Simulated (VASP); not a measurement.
# Li2S (Fm-3m) in VASP: density of states with PBE

Aim: the density of states of Li2S with PBE.

Everything below comes from runs of VASP 6.6.1. Logs are shortened: lines on timing, memory, paths and dates and some standing lists are left out, and cuts for length are marked.

## (1) The structure

The structure is cubic, space group Fm-3m (No. 225). Conventional cell: a = 5.706 Å, b = 5.706 Å, c = 5.706 Å, α = 90.00°, β = 90.00°, γ = 90.00°. Li (site symmetry -43m) is surrounded by 4 S at 2.47 Å. Around S (site symmetry m-3m) lie 8 Li at 2.47 Å.

## (2) Density of states, PBE

POSCAR

```
Li2S
1.0
    0.0000000000      2.8528159674      2.8528159674
    2.8528159674      0.0000000000      2.8528159674
    2.8528159674      2.8528159674      0.0000000000
Li S
2 1
Direct
    0.2500000000      0.2500000000      0.2500000000
    0.7500000000      0.7500000000      0.7500000000
    0.0000000000      0.0000000000      0.0000000000
```

INCAR.step1

```
SYSTEM = Li2S
PREC = Accurate
ENCUT = 520
EDIFF = 1E-6
ISMEAR = 0
SIGMA = 0.02
LREAL = .FALSE.
LASPH = .TRUE.
NELM = 80
ALGO = Normal
ISIF = 2
LWAVE = .FALSE.
LCHARG = .TRUE.
GGA = PE
NBANDS = 13
```

KPOINTS.step1

```
regular mesh
0
G
  8 8 8
  0 0 0
```

INCAR.step2

```
SYSTEM = Li2S
PREC = Accurate
ENCUT = 520
EDIFF = 1E-6
ISMEAR = -5
SIGMA = 0.02
LREAL = .FALSE.
LASPH = .TRUE.
NELM = 80
ALGO = Normal
ISIF = 2
LWAVE = .FALSE.
LCHARG = .FALSE.
GGA = PE
LORBIT = 10
NBANDS = 13
NEDOS = 1001
ICHARG = 11
```

KPOINTS.step2

```
regular mesh
0
G
  12 12 12
  0 0 0
```

Potentials or basis: VASP PAW PBE potentials, release 64 (Li_sv, S).

Launch:

```
$ cat potpaw_PBE.64/Li_sv/POTCAR potpaw_PBE.64/S/POTCAR > POTCAR
$ cp INCAR.step1 INCAR
$ cp KPOINTS.step1 KPOINTS
$ mpirun -np 1 vasp_std > vasp.out
$ cp INCAR.step2 INCAR
$ cp KPOINTS.step2 KPOINTS
$ mpirun -np 1 vasp_std > vasp.out
```

OUTCAR:

```text
SYSTEM = Li2S
   PREC = Accurate
   ENCUT = 520
   EDIFF = 1E-6
   ISMEAR = -5
   LREAL = .FALSE.
   LASPH = .TRUE.
   NELM = 80
   ISIF = 2
   GGA = PE
   LORBIT = 10
   ICHARG = 11

 ion  position               nearest neighbor table
   1  0.250  0.250  0.250-   3 2.47   3 2.47   3 2.47   3 2.47
   2  0.750  0.750  0.750-   3 2.47   3 2.47   3 2.47   3 2.47
   3  0.000  0.000  0.000-   1 2.47   2 2.47   2 2.47   2 2.47   2 2.47   1 2.47   1 2.47   1 2.47

  LATTYP: Found a face centered cubic cell.
 ALAT       =     5.7056319348

  Lattice vectors:

 A1 = (   0.0000000000,   2.8528159674,   2.8528159674)
 A2 = (   2.8528159674,   0.0000000000,   2.8528159674)
 A3 = (   2.8528159674,   2.8528159674,   0.0000000000)

Analysis of symmetry for initial positions (statically):
=====================================================================
 Subroutine PRICEL returns:
 Original cell was already a primitive cell.

 Routine SETGRP: Setting up the symmetry group for a
 face centered cubic supercell.

 Subroutine GETGRP returns: Found 48 space group operations
 (whereof 48 operations were pure point group operations)
 out of a pool of 48 trial point group operations.

The static configuration has the point symmetry O_h .

Analysis of symmetry for dynamics (positions and initial velocities):
=====================================================================
 Subroutine PRICEL returns:
 Original cell was already a primitive cell.

 Routine SETGRP: Setting up the symmetry group for a
 face centered cubic supercell.

 Subroutine GETGRP returns: Found 48 space group operations
 (whereof 48 operations were pure point group operations)
 out of a pool of 48 trial point group operations.

The dynamic configuration has the point symmetry O_h .

 Subroutine INISYM returns: Found 48 space group operations
 (whereof 48 operations are pure point group operations),
 and found     1 'primitive' translations

----------------------------------------------------------------------------------------

                                     Primitive cell

  volume of cell :      46.4356

  direct lattice vectors                    reciprocal lattice vectors
     0.000000000  2.852815967  2.852815967    -0.175265424  0.175265424  0.175265424
     2.852815967  0.000000000  2.852815967     0.175265424 -0.175265424  0.175265424
     2.852815967  2.852815967  0.000000000     0.175265424  0.175265424 -0.175265424

  length of vectors
     4.034491032  4.034491032  4.034491032     0.303568619  0.303568619  0.303568619

  position of ions in fractional coordinates (direct lattice)
     0.250000000  0.250000000  0.250000000
     0.750000000  0.750000000  0.750000000
     0.000000000  0.000000000  0.000000000

  ion indices of the primitive-cell ions
   primitive index   ion index
                 1           1
                 2           2
                 3           3

----------------------------------------------------------------------------------------

 KPOINTS: regular mesh

Automatic generation of k-mesh.
 Grid dimensions read from file:
 generate k-points for:   12   12   12

 Generating k-lattice:

  Cartesian coordinates                     Fractional coordinates (reciprocal lattice)
    -0.014605452  0.014605452  0.014605452     0.083333333  0.000000000  0.000000000
     0.014605452 -0.014605452  0.014605452     0.000000000  0.083333333  0.000000000
     0.014605452  0.014605452 -0.014605452     0.000000000  0.000000000  0.083333333

  Length of vectors
     0.025297385  0.025297385  0.025297385

  Shift w.r.t. Gamma in fractional coordinates (k-lattice)
     0.000000000  0.000000000  0.000000000

 TETIRR: Found    247 inequivalent tetrahedra from    10368

 Subroutine IBZKPT returns following result:
 ===========================================

 Found     72 irreducible k-points:

 Following reciprocal coordinates:
            Coordinates               Weight
  0.000000  0.000000  0.000000      1.000000
  0.083333  0.000000  0.000000      8.000000
  0.166667  0.000000  0.000000      8.000000
  0.250000  0.000000  0.000000      8.000000
  0.333333  0.000000  0.000000      8.000000
  0.416667  0.000000  0.000000      8.000000
[... 16 lines left out ...]
  0.500000  0.166667  0.000000     24.000000
 -0.416667  0.166667  0.000000     24.000000
 [... further k-points ...]
   k-points           NKPTS =     72   k-points in BZ     NKDIM =     72   number of bands    NBANDS=     13
   number of dos      NEDOS =   1001   number of ions     NIONS =      3
   total plane-waves  NPLWV =  27000
   dimension x,y,z NGX =    30 NGY =   30 NGZ =   30
   dimension x,y,z NGXF=    60 NGYF=   60 NGZF=   60
   ions per type =               2   1
   NGX,Y,Z   is equivalent  to a cutoff of  12.36, 12.36, 12.36 a.u.
   NGXF,Y,Z  is equivalent  to a cutoff of  24.72, 24.72, 24.72 a.u.
 SYSTEM =  Li2S
   PREC   = accura    normal or accurate (medium, high low for compatibility)
   ISTART =      0    job   : 0-new  1-cont  2-samecut
   ICHARG =     11    charge: 1-file 2-atom 10-const
   ISPIN  =      1    spin polarized calculation?
   LNONCOLLINEAR =      F non collinear calculations
   LSORBIT =      F    spin-orbit coupling
   LASPH  =      T    aspherical Exc in radial PAW
   ENCUT  =  520.0 eV  38.22 Ry    6.18 a.u.   7.50  7.50  7.50*2*pi/ulx,y,z
   NELM   =     80;   NELMIN=  2; NELMDL=  0     # of ELM steps
   EDIFF  = 0.1E-05   stopping-criterion for ELM
   LREAL  =      F    real-space projection
   EDIFFG = 0.1E-04   stopping-criterion for IOM
   NSW    =      0    number of steps for IOM
   IBRION =     -1    ionic relax: 0-MD 1-quasi-New 2-CG
   NFREE  =      0    steps in history (QN), initial steepest desc. (CG)
   ISIF   =      2    stress and relaxation
   ISYM   =      2    0-nonsym 1-usesym 2-fastsym
   POTIM  = 0.5000    time-step for ionic-motion
   TEBEG  =    0.0;   TEEND  =   0.0 temperature during run
   PSTRESS=    0.0 pullay stress
   NELECT =      12.0000    total number of electrons
   NUPDOWN=      -1.0000    fix difference up-down
   EMIN   =  10.00;   EMAX   =-10.00  energy-range for DOS
   EFERMI =   0.00;   METHOD = LEGACY
   ISMEAR =    -5;   SIGMA  =   0.02  broadening in eV -4-tet -1-fermi 0-gaus
   EFERMI_NEDOS =   21; number of points for ismear=-14 and -15
   IALGO  =     38    algorithm
   IMIX   =      4    mixing-type and parameters
     AMIX     =   0.40;   BMIX     =  1.00
     AMIX_MAG =   1.60;   BMIX_MAG =  1.00
  volume/ion in A,a.u.               =      15.48       104.45
  Fermi-wavevector in a.u.,A,eV,Ry     =   1.042761  1.970533 14.794305  1.087351
  Thomas-Fermi vector in A             =   2.177441
   LORBIT       =     10    0 simple, 1 ext, 2 COOP (PROOUT), +10 PAW based schemes
   GGA     = PE    functional components
   LHFCALC =     F    Hartree Fock is set to
   AEXX    =    0.0000 exact exchange contribution
   IVDW    =     0    specifies the selected vdW correction
   LEPSILON=     F    determine dielectric tensor
   LRPA    =     F    only Hartree local field effects (RPA)
 non-spin polarized calculation
 Fermi weights with tetrahedron method with Bloechl corrections
  energy-cutoff  :      520.00
  volume of cell :       46.44
 maximum number of plane-waves:      1283
 NGX is ok and might be reduce to    30

 number of electron      11.9999985 magnetization

 Free energy of the ion-electron system (eV)
  ---------------------------------------------------
  ext. energy  EPLUGINS =         0.00000000
  ---------------------------------------------------
  free energy    TOTEN  =       -11.99604571 eV

  energy without entropy =      -11.99604571  energy(sigma->0) =      -11.99604571

 E-fermi :   1.4453     XC(G=0):  -8.4921

 val. band max:        1.4401078641   @ k =   0.0000   0.0000   0.0000
 cond. band min:       4.8311871556   @ k =   0.5000   0.5000   0.0000
 fundamental gap:      3.3910792915
 Fermi energy:         1.4453350533

 k-point     1 :       0.0000    0.0000    0.0000
  band No.  band energies     occupation
      1     -42.7475      2.00000
      2     -42.7055      2.00000
      3      -9.5720      2.00000
      4       1.4401      2.00000
      5       1.4401      2.00000
      6       1.4401      2.00000
      7       5.6958      0.00000
      8       7.6676      0.00000
      9       7.6676      0.00000
     10       7.6676      0.00000
     11      12.6088      0.00000
     12      12.6088      0.00000
     13      13.8460      0.00000

 k-point     2 :       0.0833    0.0000    0.0000
  band No.  band energies     occupation
      1     -42.7468      2.00000
      2     -42.7062      2.00000
      3      -9.5466      2.00000
      4       1.1521      2.00000
      5       1.3995      2.00000
      6       1.3995      2.00000
      7       5.9128      0.00000
      8       7.7796      0.00000
      9       7.7796      0.00000
     10       7.8243      0.00000
     11      12.0073      0.00000
     12      12.0073      0.00000
     13      13.9094      0.00000

 k-point     3 :       0.1667    0.0000    0.0000
  band No.  band energies     occupation
      1     -42.7446      2.00000
      2     -42.7082      2.00000
      3      -9.4750      2.00000
      4       0.4936      2.00000
      5       1.2946      2.00000
      6       1.2946      2.00000
      7       6.3580      0.00000
      8       8.0393      0.00000
      9       8.0393      0.00000
     10       8.2649      0.00000
     11      11.3790      0.00000
     12      11.3790      0.00000
     13      14.1041      0.00000
[... 305 lines left out ...]
 k-point    23 :       0.5000    0.1667    0.0000
  band No.  band energies     occupation
      1     -42.7291      2.00000
      2     -42.7221      2.00000
      3      -9.1132      2.00000
      4      -1.1829      2.00000
      5       0.4983      2.00000
      6       0.6676      2.00000
      7       7.0862      0.00000
      8       8.5385      0.00000
      9       8.8527      0.00000
     10       9.9917      0.00000
     11      12.2943      0.00000
     12      13.9102      0.00000
     13      14.9102      0.00000

 k-point    24 :      -0.4167    0.1667    0.0000
  band No.  band energies     occupation
      1     -42.7270      2.00000
      2     -42.7243      2.00000
      3      -9.1043      2.00000
      4      -1.2271      2.00000
      5       0.3898      2.00000
      6       0.7607      2.00000
      7       7.3275      0.00000
      8       8.3490      0.00000
      9       8.7782      0.00000
     10      10.3725      0.00000
     11      12.3689      0.00000
     12      12.6825      0.00000
     13      15.1126      0.00000

 [... further k-points ...]
[... 5 lines left out ...]
  --------------------------------------------------------------------------------------
  -------------------------------------------------------------------------------------
  Total       -0.0258867     -0.0258867     -0.0258867     -0.0000000     -0.0000000      0.0000000
  in kB       -0.8931752     -0.8931752     -0.8931752     -0.0000000     -0.0000000      0.0000000
  external PRESSURE =      -0.8931752 kB  Pullay stress =       0.0000000 kB

 VOLUME and BASIS-vectors are now :
 -----------------------------------------------------------------------------
  energy-cutoff  :      520.00
  volume of cell :       46.44
      direct lattice vectors                 reciprocal lattice vectors
     0.000000000  2.852815967  2.852815967    -0.175265424  0.175265424  0.175265424
     2.852815967  0.000000000  2.852815967     0.175265424 -0.175265424  0.175265424
     2.852815967  2.852815967  0.000000000     0.175265424  0.175265424 -0.175265424

 POSITION                                       TOTAL-FORCE (eV/Angst)
 -----------------------------------------------------------------------------------
      1.42641      1.42641      1.42641         0.000000      0.000000      0.000000
      4.27922      4.27922      4.27922        -0.000000      0.000000     -0.000000
      0.00000      0.00000      0.00000        -0.000000     -0.000000     -0.000000
 -----------------------------------------------------------------------------------
    total drift:                                0.000000     -0.000000      0.000000

  FREE ENERGIE OF THE ION-ELECTRON SYSTEM (eV)
  ---------------------------------------------------
  free  energy   TOTEN  =       -11.9960457072 eV

  energy  without entropy=      -11.9960457072  energy(sigma->0) =      -11.99604571

 total charge

# of ion       s       p       d       tot
------------------------------------------
    1        2.021   0.057   0.000   2.078
    2        2.021   0.057   0.000   2.078
    3        1.302   2.491   0.000   3.793
--------------------------------------------------
tot          5.344   2.604   0.000   7.948
```

Wall time 41 s (1 thread of Intel Xeon Platinum 8259CL at 2.50GHz (Skylake/Cascade Lake), shared host); peak memory 0.17 GiB.

Results:

| Quantity | Value |
| --- | --- |
| Valence electrons inside the program's atomic spheres | Li 2.08; S 3.79 |

States per cell in windows of 1 eV (zero at the valence-band top; states under -8 eV left out):
| from (eV) | total | S3_p | Li1_p | Li2_p | S3_s | Li1_s | Li2_s |
| --- | --- | --- | --- | --- | --- | --- | --- |
| -8.0 | 0.00 | 0.00 | 0.00 | 0.00 | 0.00 | 0.00 | 0.00 |
| -7.0 | 0.00 | 0.00 | 0.00 | 0.00 | 0.00 | 0.00 | 0.00 |
| -6.0 | 0.00 | 0.00 | 0.00 | 0.00 | 0.00 | 0.00 | 0.00 |
| -5.0 | 0.00 | 0.00 | 0.00 | 0.00 | 0.00 | 0.00 | 0.00 |
| -4.0 | 0.00 | 0.00 | 0.00 | 0.00 | 0.00 | 0.00 | 0.00 |
| -3.0 | 1.61 | 0.55 | 0.01 | 0.01 | 0.01 | 0.02 | 0.02 |
| -2.0 | 2.28 | 0.93 | 0.02 | 0.02 | 0.01 | 0.01 | 0.01 |
| -1.0 | 2.19 | 1.04 | 0.02 | 0.02 | 0.00 | 0.00 | 0.00 |
| 0.0 | 0.00 | 0.00 | 0.00 | 0.00 | 0.00 | 0.00 | 0.00 |
| 1.0 | 0.00 | 0.00 | 0.00 | 0.00 | 0.00 | 0.00 | 0.00 |
| 2.0 | 0.00 | 0.00 | 0.00 | 0.00 | 0.00 | 0.00 | 0.00 |
| 3.0 | 0.08 | 0.00 | 0.00 | 0.00 | 0.00 | 0.00 | 0.00 |
| 4.0 | 0.46 | 0.03 | 0.01 | 0.01 | 0.02 | 0.00 | 0.00 |
| 5.0 | 1.26 | 0.10 | 0.03 | 0.03 | 0.07 | 0.02 | 0.02 |
| 6.0 | 1.55 | 0.05 | 0.09 | 0.09 | 0.04 | 0.02 | 0.02 |
| 7.0 | 2.19 | 0.12 | 0.11 | 0.11 | 0.04 | 0.05 | 0.05 |

Caveat: the cutoff is under 1.25 times the usual one of these potentials, so pressure, stress and relaxed cells hold a basis-set (Pulay) error.
